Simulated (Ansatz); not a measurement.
Born–Oppenheimer molecular dynamics of a periodic cell of 16 atoms, WC (start crystal WC, start structure P-6m2, volume 1.1 times the crystal's). It starts from a structure without forces on its atoms.

Level of theory: DFT PBE, scalar-relativistic, plane waves, PAW (Ansatz 0.2.0). Settings: accuracy low, PAW set soft_1, cutoff 420 eV, k mesh 2x2x2, fermi-dirac smearing 0.17 eV, no spin polarisation.

```yaml
ensemble: NVT, Langevin thermostat
time_step: 1.5 fs
steps_asked: 220
set_temperature: 2000 K
friction: 0.02 /fs
seed: 894447
```

First frame:

```xyz
16
Lattice="-2.9549 -5.1181 0.0000 4.4324 -2.5591 0.0000 0.0000 0.0000 5.7954" Properties=species:S:1:pos:R:3
W 0.000 -5.118 0.000
C 1.478 -4.265 1.449
W 0.000 -5.118 2.898
C 1.478 -4.265 4.347
W -1.478 -2.559 0.000
C 0.000 -1.706 1.449
W -1.478 -2.559 2.898
C 0.000 -1.706 4.347
W 1.478 -2.559 0.000
C 2.955 -1.706 1.449
W 1.478 -2.559 2.898
C 2.955 -1.706 4.347
W 0.000 0.000 0.000
C -1.478 -4.265 1.449
W 0.000 0.000 2.898
C -1.478 -4.265 4.347
```

Question: What does the run give?

Answer: The run went to its last step.

| Property | Result |
| --- | --- |
| steps done | 220 |
| time covered | 330 fs |
| mean temperature over the second half | 2145 K |
| spread of the potential energy over the second half | 54.6 meV per atom |
| mean potential energy of the second half above the start | 278.5 meV per atom |

A run of 0.33 ps of so small a system gives no equilibrium averages. Limits of this set-up: coarse k mesh, low accuracy level.

Question: What happens to the structure?

Answer: Mean squared displacements from the first frame to the last, about the centre of mass: W 0.01 Å², C 0.03 Å². This is one draw of velocities; another would differ in detail.

Question: How do temperature and energy run in time?

Answer: 
```
time (fs)  T (K)  potential energy less start (eV)
      0.0   1875                             0.000
     10.5   1337                             1.923
     21.0   1037                             2.849
     31.5   1426                             1.993
     42.0   1384                             3.023
     52.5   1119                             3.445
     63.0   1672                             3.101
     73.5   1403                             3.179
     84.0   1520                             3.142
     94.5   2084                             3.153
    105.0   2381                             3.897
    115.5   2529                             4.507
    126.0   2826                             4.756
    136.5   1775                             5.368
    147.0   3213                             2.913
    157.5   2913                             3.787
    168.0   2201                             5.097
    178.5   1700                             5.572
    189.0   1408                             5.829
    199.5   2660                             4.343
    210.0   2297                             5.478
    220.5   2265                             4.011
    231.0   3220                             2.903
    241.5   2596                             3.904
    252.0   2375                             3.802
    262.5   2198                             4.321
    273.0   1715                             4.983
    283.5   1745                             4.514
    294.0   1734                             5.492
    304.5   2203                             4.325
    315.0   2338                             3.240
    325.5   1493                             3.673
```

Time of the run: 21 min on 1 thread of Arm Neoverse V1, with other jobs on the host, peak memory 0.51 GiB.
